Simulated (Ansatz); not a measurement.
Is this Be4S stable against decomposition?

All numbers below come from Ansatz 0.2.0, DFT PBE, scalar-relativistic, plane waves, PAW. Settings: cutoff 420 eV, Γ-centred meshes spaced at most about 0.3 Å⁻¹, and about 0.25 Å⁻¹ or finer for metals (2π included), Gaussian smearing. No spin polarisation.

Energies over the elements count from the elements' standard structures at the same level, with no fitted energy shifts.

These are static total energies at zero pressure. The reference form of S is held partly by dispersion forces, which this level lacks.

The competitors are the elements and 1 reference phase of this chemical system (from databases or known types: BeS), relaxed at the same level; other known phases may be missing.

The candidate was reached from: PbF4 type (I4/mmm).

```cif
data_structure
_symmetry_space_group_name_H-M 'P 1'
_symmetry_Int_Tables_number 1
_cell_length_a 4.3125
_cell_length_b 4.3125
_cell_length_c 4.3125
_cell_angle_alpha 117.112
_cell_angle_beta 117.112
_cell_angle_gamma 95.079
_cell_volume 58.94
loop_
_atom_site_label
_atom_site_type_symbol
_atom_site_fract_x
_atom_site_fract_y
_atom_site_fract_z
_atom_site_occupancy
Be1 Be 0.33449 0.33449 0.00000 1
Be2 Be 0.66551 0.66551 0.00000 1
Be3 Be 0.50000 0.00000 0.50000 1
Be4 Be 0.00000 0.50000 0.50000 1
S1 S 0.00000 0.00000 0.00000 1
```

Question: Is it stable, and against what?

Answer: Not stable. Its formation energy is 0.560 eV/atom. The lowest competing mixture at this composition is this:

```csv
phase,space group,source,share of atoms,ΔE_f (eV/atom)
Be,-,element,0.6000,0.000
BeS,F-43m (No. 216),COD,0.4000,-1.070
```

The mixture lies at -0.428 eV/atom, and the candidate lies 0.99 eV/atom above it. The candidate matches no cell in the subsets of the Crystallography Open Database and the Materials Project at hand. A phase this far over the hull is unlikely to be made.
